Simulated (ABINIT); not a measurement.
BN in ABINIT: the effect of functional

Crystal: BN.

```
CELL_PARAMETERS angstrom
1.25112 0.72234 3.37293
-1.25112 0.72234 3.37293
0.00000 -1.44467 3.37293
ATOMIC_POSITIONS crystal
N 0.66724 0.66724 0.66724
B 0.00033 0.00033 0.00033
```

The cell is a database's computed one.

Alike in all runs:

| Quantity | Value |
| --- | --- |
| Program | ABINIT 10.8.3 (patched build) |
| Task | band structure |
| k mesh | 12 × 12 × 12 |
| Occupations | fermi-dirac, width 0.05 eV |
| Spin | no spin polarisation |

```csv
functional,potentials or basis,cutoff,gap on the mesh (eV),pressure (GPa)
LDA,JTH PAW LDA v2.0,707 eV,4.09,-4.2
PBEsol,JTH PAW PBE v2.0,707 eV,4.17,1.1
r2SCAN,JTH PAW PBE v2.0,844 eV,?,?
```

Problem. What does the run with functional r2SCAN give?

Solution. gap on the mesh 4.80 eV; pressure 3.4 GPa.

Caveats: the atomic spheres overlap; the PAW data sets were made with another functional, which shifts forces and pressure a little (some runs).

A k mesh can miss the band edges.

Runs at the PBE level aren't shown here.
